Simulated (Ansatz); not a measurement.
## PbO2: strain energy, fitted

PbO2, P4_2/mnm, a = 5.081 Å, c = 3.443 Å. The structure is a COD entry; whether it is the stable form wasn't checked. Ansatz: PBE, PAW, 420 eV, Γ-centred 8×8×10 mesh on 6 atoms, Gaussian smearing 0.10 eV; no spin polarisation. Series: uniaxial strain along a, with b, c and atoms relaxed; x is the strain in per cent. y is the free energy over the unstrained cell, V0 = 14.818 Å³/atom.

| x (%) | y (meV/atom) |
| --- | --- |
| -4.5 | ? |
| -3.0 | 1.63 |
| -1.5 | 0.22 |
| 0.0 | 0.00 |
| 1.5 | 0.27 |
| 3.0 | 1.69 |
| 4.5 | 4.23 |

Q: Fit y = c2 x² + c3 x³ to the other rows, turn c2 into a modulus, and predict the missing energy.

A: Least squares on the rows shown. y = 0.1862 x² + 0.004459 x³. In eV per unit strain² c2 is 1.862; this is Young's modulus along the axis (E = ½ Y V0 ε²): 2 × 1.862 × 160.2 / (14.818) = 40 GPa. With a term in x⁴ added, the coefficient of x² becomes 0.1556, 16 % less, which shows how far this figure hangs on the form. At x = -4.5 the fit asked for gives 3.36 meV/atom. The run gave 4.28 meV/atom, so the fit is 0.92 meV/atom too low, 21 % of the span of the series, against an rms of 0.13 meV/atom on the fitted rows. The row lies outside the fitted range. With a term in x⁴ added, a fit to the same known rows predicts 4.20 meV/atom, so most of the miss is curvature that the known rows already hold.

Spin–orbit coupling is left out, which can shift energies with elements as heavy as these.